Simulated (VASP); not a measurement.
# FeO (Wuestite) (Fm-3m) in VASP: a series of runs, part 2 of 2

VASP 6.6.1. Earlier steps stand in the parts before.

### 3 Single point, LDA, collinear spin, ferromagnetic start

The input, INCAR:

```
PREC     = Accurate       # precision mode
ENCUT    = 300            # plane-wave cutoff, eV
EDIFF    = 1E-7           # SCF threshold, eV
ISMEAR   = 0              # smearing method
SIGMA    = 0.05           # smearing width, eV
LREAL    = False          # projectors in reciprocal space
LASPH    = True           # aspherical terms in the spheres
NELM     = 100            # most SCF steps
ALGO     = Normal         # electronic algorithm
ISIF     = 2              # what is computed and relaxed
LWAVE    = False          # write WAVECAR
LCHARG   = False          # write CHGCAR
ISPIN    = 2              # spin polarisation
MAGMOM   = 3 0            # initial moments
LORBIT   = 11             # projections on sites
LMAXMIX  = 4              # l up to which the mixer works
NBANDS   = 18             # bands
ADDGRID  = False
```

The input, KPOINTS:

```
Automatic mesh
0
Gamma
  9 9 9
```

The input, POSCAR:

```
FeO
1.0
    0.0000000000      2.1554000000      2.1554000000
    2.1554000000      0.0000000000      2.1554000000
    2.1554000000      2.1554000000      0.0000000000
Fe O
1 1
Direct
    0.0000000000      0.0000000000      0.0000000000
    0.5000000000      0.5000000000      0.5000000000
```

Potentials or basis: VASP PAW LDA potentials, release 64 (Fe, O).

Started as:

```sh
> cat potpaw_LDA.64/Fe/POTCAR potpaw_LDA.64/O/POTCAR > POTCAR
> mpirun -np 1 vasp_std > vasp.out
```

OUTCAR:

```text
PREC = Accurate
   ENCUT = 300
   EDIFF = 1E-7
   ISMEAR = 0
   LREAL = False
   LASPH = True
   NELM = 100
   ISIF = 2
   ISPIN = 2
   LORBIT = 11

 Found     35 irreducible k-points:

 Following reciprocal coordinates:
            Coordinates               Weight
  0.000000  0.000000  0.000000      1.000000
  0.111111  0.000000  0.000000      8.000000
  0.222222  0.000000  0.000000      8.000000
  0.333333  0.000000  0.000000      8.000000
  0.444444  0.000000  0.000000      8.000000
  0.111111  0.111111  0.000000      6.000000
   k-points           NKPTS =     35   k-points in BZ     NKDIM =     35   number of bands    NBANDS=     18
   number of dos      NEDOS =    301   number of ions     NIONS =      2
   total plane-waves  NPLWV =   5832
   dimension x,y,z NGX =    18 NGY =   18 NGZ =   18
   dimension x,y,z NGXF=    36 NGYF=   36 NGZF=   36
   ions per type =               1   1
   NGX,Y,Z   is equivalent  to a cutoff of   9.82,  9.82,  9.82 a.u.
   NGXF,Y,Z  is equivalent  to a cutoff of  19.63, 19.63, 19.63 a.u.
 SYSTEM =  unknown system
[... 205 lines left out ...]
      6       5.0798      1.00000
[... 103 lines left out ...]
      5       4.9065      1.00000
      6       5.4817      1.00000
[... 10 lines left out ...]
     17      29.5511      0.00000
     18      30.8920      0.00000

 [... further k-points ...]

------------------------ aborting loop because EDIFF is reached ----------------------------------------

  FORCE on cell =-STRESS in cart. coord.  units (eV):
  Direction    XX          YY          ZZ          XY          YZ          ZX
  --------------------------------------------------------------------------------------
  -------------------------------------------------------------------------------------
  Total       -6.5307918     -6.5307918     -6.5307918      0.0000000      0.0000000      0.0000000
  in kB     -522.4717210   -522.4717210   -522.4717210      0.0000000      0.0000000      0.0000000
  external PRESSURE =    -522.4717210 kB  Pullay stress =       0.0000000 kB

 VOLUME and BASIS-vectors are now :
 -----------------------------------------------------------------------------
  energy-cutoff  :      300.00
  volume of cell :       20.03
      direct lattice vectors                 reciprocal lattice vectors
     0.000000000  2.155400000  2.155400000    -0.231975503  0.231975503  0.231975503
     2.155400000  0.000000000  2.155400000     0.231975503 -0.231975503  0.231975503
     2.155400000  2.155400000  0.000000000     0.231975503  0.231975503 -0.231975503

 POSITION                                       TOTAL-FORCE (eV/Angst)
 -----------------------------------------------------------------------------------
      0.00000      0.00000      0.00000         0.000000      0.000000      0.000000
      2.15540      2.15540      2.15540         0.000000     -0.000000     -0.000000
 -----------------------------------------------------------------------------------
    total drift:                               -0.000000      0.000000     -0.000000

  FREE ENERGIE OF THE ION-ELECTRON SYSTEM (eV)
  ---------------------------------------------------
  free  energy   TOTEN  =       -16.5610899173 eV

  energy  without entropy=      -16.5587021970  energy(sigma->0) =      -16.55989606

 total charge

# of ion       s       p       d       tot
------------------------------------------
    1        0.293   0.365   6.094   6.752
    2        1.642   3.484   0.000   5.126
--------------------------------------------------
tot          1.935   3.849   6.094  11.878

 magnetization (x)

# of ion       s       p       d       tot
------------------------------------------
    1        0.025   0.022   3.535   3.582
    2        0.031   0.287   0.000   0.318
--------------------------------------------------
tot          0.056   0.309   3.535   3.900
```

stdout:

```text
POSCAR found type information on POSCAR FeO
 POSCAR found :  2 types and       2 ions
 scaLAPACK will be used
 LDA part: xc-table for (Slater(with rela. corr.)+CA(PZ))
 , standard interpolation
 POSCAR, INCAR and KPOINTS ok, starting setup
 FFT: planning ... GRIDC
 FFT: planning ... GRID_SOFT
 FFT: planning ... GRID
 WAVECAR not read
 entering main loop
```

Wall time 20 s (1 thread of Intel Xeon Platinum 8375C at 2.90GHz (Ice Lake), shared host); peak memory 0.12 GiB.

The run converged, but a check on its numbers failed (symmetry, net force, bounds or a known fault of this set-up), so they aren't taken as properties of the crystal.

Caveat: the cutoff lies under the usual one of these potentials, so the numbers hold a large basis-set error; a pressure of tens of GPa on the cell as given is suspect, and the run, the potentials or the cell itself is likely at fault; a cell with one magnetic atom can't hold antiferromagnetic order, which such compounds often take; semilocal functionals often make such compounds metallic where correlation or magnetic order opens a gap, which also shifts bond lengths.

### 4 Single point, LDA, collinear spin, ferromagnetic start

INCAR, as its differences from that of step 3:

```diff
@@ -1,3 +1,3 @@
 PREC     = Accurate       # precision mode
-ENCUT    = 300            # plane-wave cutoff, eV
+ENCUT    = 700            # plane-wave cutoff, eV
 EDIFF    = 1E-7           # SCF threshold, eV
```

The input, KPOINTS:

```
Automatic mesh
0
Gamma
  6 6 6
```

POSCAR is that of step 3.

Started as:

```sh
> cat potpaw_LDA.64/Fe/POTCAR potpaw_LDA.64/O/POTCAR > POTCAR
> mpirun -np 1 vasp_std > vasp.out
```

Run time: 36 s. Hardware: 1 thread of Intel Xeon Platinum 8375C at 2.90GHz (Ice Lake), shared host; peak memory 0.15 GiB.

These settings aren't checked as converged: the numbers below hold their error.

What came out:

* Free energy: -16.3969 eV
* Pressure: -15.4 GPa
* Band gap on the k mesh: none (metal or under the smearing width)
* Net moment: 4.00 μB per cell
* Site moments: Fe +3.58; O +0.32 μB
* Valence electrons inside the program's atomic spheres: Fe 6.76; O 4.95

Caveat: the k mesh is coarse (spacing up to 0.42 Å⁻¹), so the values aren't converged; a cell with one magnetic atom can't hold antiferromagnetic order, which such compounds often take; semilocal functionals often make such compounds metallic where correlation or magnetic order opens a gap, which also shifts bond lengths.

### 5 Single point, LDA, collinear spin, ferromagnetic start

INCAR, as its differences from that of step 4:

```diff
@@ -1,3 +1,3 @@
 PREC     = Accurate       # precision mode
-ENCUT    = 700            # plane-wave cutoff, eV
+ENCUT    = 350            # plane-wave cutoff, eV
 EDIFF    = 1E-7           # SCF threshold, eV
```

The input, KPOINTS:

```
Automatic mesh
0
Gamma
  9 9 9
```

POSCAR is that of step 4.

Started as:

```sh
> cat potpaw_LDA.64/Fe/POTCAR potpaw_LDA.64/O/POTCAR > POTCAR
> mpirun -np 1 vasp_std > vasp.out
```

Run time: 25 s. Hardware: 1 thread of Intel Xeon Platinum 8375C at 2.90GHz (Ice Lake), shared host; peak memory 0.12 GiB.

The run converged, but a check on its numbers failed (symmetry, net force, bounds or a known fault of this set-up), so they aren't taken as properties of the crystal.

Caveat: the cutoff lies under the usual one of these potentials, so the numbers hold a large basis-set error; a pressure of tens of GPa on the cell as given is suspect, and the run, the potentials or the cell itself is likely at fault; a cell with one magnetic atom can't hold antiferromagnetic order, which such compounds often take; semilocal functionals often make such compounds metallic where correlation or magnetic order opens a gap, which also shifts bond lengths.

### 6 Single point, LDA, collinear spin, ferromagnetic start

INCAR, as its differences from that of step 5:

```diff
@@ -1,3 +1,3 @@
 PREC     = Accurate       # precision mode
-ENCUT    = 350            # plane-wave cutoff, eV
+ENCUT    = 400            # plane-wave cutoff, eV
 EDIFF    = 1E-7           # SCF threshold, eV
```

KPOINTS is that of step 5.

POSCAR is that of step 5.

Potentials or basis: VASP PAW LDA potentials, release 64 (Fe, O).

Started as:

```sh
> cat potpaw_LDA.64/Fe/POTCAR potpaw_LDA.64/O/POTCAR > POTCAR
> mpirun -np 1 vasp_std > vasp.out
```

It took 24 s on 1 thread of Intel Xeon Platinum 8375C at 2.90GHz (Ice Lake), shared host; peak memory 0.13 GiB.

These settings aren't checked as converged: the numbers below hold their error.

Results:

| Property | Result |
| --- | --- |
| Free energy | -16.4183 eV |
| Band gap on the k mesh | none (metal or under the smearing width) |
| Net moment | 4.00 μB per cell |
| Site moments | Fe +3.58; O +0.32 μB |
| Valence electrons inside the program's atomic spheres | Fe 6.76; O 4.99 |

Caveat: the cutoff is under 1.25 times the usual one of these potentials, so pressure, stress and relaxed cells hold a basis-set (Pulay) error; a cell with one magnetic atom can't hold antiferromagnetic order, which such compounds often take; semilocal functionals often make such compounds metallic where correlation or magnetic order opens a gap, which also shifts bond lengths.

### 7 The reference run

An earlier run on the cell as given: functional PBE; potentials or basis VASP PAW PBE potentials, release 64 (Fe, O); cutoff 520 eV; k mesh 11 × 11 × 11; occupations fermi-dirac, width 0.05 eV; collinear spin, ferromagnetic start; starting moments [3.0, 0.0] μB.

- Pressure: -0.1 GPa
- Band gap on the k mesh: none (metal or under the smearing width)
- Net moment: 4.00 μB per cell
- Site moments: Fe +3.62; O +0.30 μB
- Valence electrons inside the program's atomic spheres: Fe 6.73; O 4.99
